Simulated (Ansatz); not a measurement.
**MoS2 under changes of volume**

One of the cells (17.728 Å³/atom); the others are scaled copies at fixed shape and fractional positions:

```xyz
3
Lattice="1.5800 0.9122 6.1500 -1.5800 0.9122 6.1500 0.0000 -1.8244 6.1500" Properties=species:S:1:pos:R:3 pbc="T T T"
Mo    0.0000    0.0000    0.0000
S     0.0000    0.0000    7.6936
S     0.0000    0.0000    4.6125
```

Measurements of this composition are mostly on another form, of space group No. 194.

| Item | Value |
| --- | --- |
| Program | Ansatz 0.2.0 |
| Functional | PBEsol |
| Potentials or basis | Ansatz PAW |
| Cutoff | 420 eV (not typed: the program's choice for these potentials) |
| k mesh | 10 × 10 × 10 |
| Occupations | fermi-dirac, width 0.05 eV |
| Spin | no spin polarisation |

```tsv
volume (Å³/atom)	energy over the lowest point (meV/atom)	pressure (GPa)	gap on the mesh (eV)	largest force (eV/Å)
16.664	37.03	11.4	0.84	1.416
17.019	16.39	7.3	0.87	1.001
17.373	4.34	3.6	0.89	0.616
17.728	0.00	0.3	0.91	0.259
18.083	2.58	-2.6	0.92	0.153
18.437	11.38	-5.3	0.94	0.455
18.792	?	?	?	?
```

**Question.** What does the run at 18.792 Å³/atom give?

**Answer.** Energy over the lowest point 25.75 meV/atom; pressure -7.7 GPa; gap on the mesh 0.95 eV; largest force 0.735 eV/Å.

Worked out: A Birch-Murnaghan fit of order 3 (a polynomial in V^(-2/3)) to the other rows has its minimum at 17.77 Å³/atom with B0 = V·E''(V) = 155 GPa and B' = 4.3 at fixed shape and positions, which overstates the stiffness. It gives 25.82 meV/atom at 18.792 Å³/atom, against the run's 25.75, and -dE/dV = -7.7 GPa, against -7.7. A straight line through the other rows of the gap, of slope 0.948 eV per unit of ln V, extrapolates to 0.96 eV, against the run's 0.95.

Energies are extrapolated to zero smearing.

Caveats: the PAW data sets come from PBE, with cores solved anew for the run's functional, which leaves a small shift of forces and pressure; forces of over 1 eV/Å show positions far from the minimum, so gaps and moduli don't describe the material at rest (some runs).

A mesh can miss the band edges. Spin-orbit coupling on Mo is left out.
